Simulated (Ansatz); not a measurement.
# SnO2: response to a shear that moves c along a

One table from this session's results is given with a row withheld; the runs are named, their logs left out.

Computed with Ansatz 0.2.0 (DFT PBEsol, scalar-relativistic, plane waves, PAW, unless a step's input says otherwise).

**The structure to begin with**

The structure is tetragonal, space group P4_2/mnm (No. 136). Conventional cell: a = 4.765 Å, b = 4.765 Å, c = 3.207 Å, α = 90.00°, β = 90.00°, γ = 90.00°. Sn (site symmetry mmm) has 6 O at 2.06 to 2.07 Å as nearest neighbours. Around O (site symmetry m2m) lie 3 Sn at 2.06 to 2.07 Å.

As a file:

```cif
data_structure
_symmetry_space_group_name_H-M 'P 1'
_symmetry_Int_Tables_number 1
_cell_length_a 4.7648
_cell_length_b 4.7648
_cell_length_c 3.2075
_cell_angle_alpha 90.000
_cell_angle_beta 90.000
_cell_angle_gamma 90.000
_cell_volume 72.82
loop_
_atom_site_label
_atom_site_type_symbol
_atom_site_fract_x
_atom_site_fract_y
_atom_site_fract_z
_atom_site_occupancy
Sn1 Sn 0.50000 0.50000 0.50000 1
Sn2 Sn 0.00000 0.00000 0.00000 1
O1 O 0.19403 0.80597 0.50000 1
O2 O 0.80597 0.19403 0.50000 1
O3 O 0.30597 0.30597 0.00000 1
O4 O 0.69403 0.69403 0.00000 1
```

The structure comes from the Materials Project (structure only).

The first run:

(A quick probe on a coarse mesh, which set the mesh and smearing, is not shown.)

The input, input.yaml:

```yaml
crystal:
  lattice:
    - [4.764818045, 0.0, 0.0]
    - [0.0, 4.764818045, 0.0]
    - [0.0, 0.0, 3.20749977]
  atoms:
    - { symbol: Sn, position: [0.5, 0.5, 0.5] }
    - { symbol: Sn, position: [0.0, 0.0, 0.0] }
    - { symbol: O, position: [0.1940277, 0.8059723, 0.5] }
    - { symbol: O, position: [0.8059723, 0.1940277, 0.5] }
    - { symbol: O, position: [0.3059723, 0.3059723, 0.0] }
    - { symbol: O, position: [0.6940277, 0.6940277, 0.0] }
basis:
  ecutwfc: 420
kpoints:
  mp_grid: { grid: [6, 6, 8] }
hamiltonian:
  xc: pbesol
scf:
  occupations: { method: gaussian, width: 0.02 }
output:
  forces: true
  stress: true
  eigenvalues: true
relax:
  adjacent_minimum: "off"
  f_tol: 0.005
  max_steps: 80
  cell: { stress_tol: 0.05 }
```

Steps of the session up to this table: The relaxation; The unstrained reference; The gap over the whole zone; Strain +1.5 %; Seeking the band edges at +1.5 %; At +3.0 %; Seeking the band edges at +3.0 %; The cell strained by +4.5 %; The gap over the whole zone at +4.5 %; The cell strained by +6.0 %; Seeking the band edges at +6.0 %; The cell strained by +9.0 %; Band edges over the zone at +9.0 %.

One table of the session follows, with a row left open; its other results are not shown here.

| strain (%) | ΔE (meV/atom) | c (Å) |
| --- | --- | --- |
| +0.0 | 0.0 | 3.212 |
| +1.5 | 0.7 | 3.213 |
| +3.0 | 3.0 | 3.214 |
| +4.5 | 6.9 | 3.216 |
| +6.0 | ? | ? |
| +9.0 | 27.2 | 3.225 |

Estimate the missing values for strain (%) = +6.0.

Worked estimate for «ΔE (meV/atom)». A straight line through the neighbours (4.5, 6.9) and (9.0, 27.2) gives 6.9 + (27.2 − 6.9) × (6.0 − 4.5) / (9.0 − 4.5) = 13.7; a parabola fitted to 3 rows on both sides gives 12.2.

**Answer.** ΔE (meV/atom): 12.2; c (Å): 3.218. In «ΔE (meV/atom)» the line misses by +1.5 and the parabola by 0.0.

ΔE is over the unstrained cell. Stress in GPa, positive in compression, on the Cartesian axes of the input. Gaps are Kohn-Sham gaps over the whole zone (d direct, i indirect).

Caveats from the session: That is the cell relaxed with PBEsol, without thermal expansion or zero-point motion. Warnings in the runs' records: stress scf threshold loose.
